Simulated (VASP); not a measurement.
Input of a VASP 6.6.1 run:

File INCAR:

```
PREC = Accurate ; ENCUT = 600
EDIFF = 1E-7 ; ISMEAR = 0
SIGMA = 0.03 ; LREAL = False
LASPH = True ; NELM = 80
ALGO = Normal ; ISIF = 2
LWAVE = False ; LCHARG = False
GGA = PS ; IBRION = 2
NSW = 40 ; EDIFFG = -0.01
```

File KPOINTS:

```
Automatic mesh
0
Gamma
  8 8 8
```

POSCAR

```
KI                                      
1.0
    0.0000000000      3.5081227330      3.5081227330
    3.5081227330      0.0000000000      3.5081227330
    3.5081227330      3.5081227330      0.0000000000
  K               I             
     1     1
Direct
     0.0000000000000000    0.0000000000000000    0.0000000000000000
     0.5000000000000000    0.5000000000000000    0.5000000000000000
```

Potentials or basis: VASP PAW PBE potentials, release 64 (K_sv, I).

The run is started by

```sh
$ cat potpaw_PBE.64/K_sv/POTCAR potpaw_PBE.64/I/POTCAR > POTCAR
$ mpirun -np 1 vasp_std > vasp.out
```

(1) What does it give for the band gap on the k mesh?

Answers

(1) 3.86 eV, direct.

Caveat: the relaxation stopped at its first step, so nothing moved; spin-orbit coupling is left out, which moves the levels of the heavy elements.

**Experimental background.**

From a printed reference work, monograph, for a bulk crystal of KI: band gap 6.32 eV.

Against the measured gap of KI, 6.32 eV (a printed reference work, monograph), the calculated 3.86 eV is off by -2.46 eV. Spin-orbit coupling on I is left out. The value is that of PBEsol on a finite k mesh, which can miss the band edges, without temperature or zero-point motion. Semilocal functionals fall short of measured gaps as a rule.
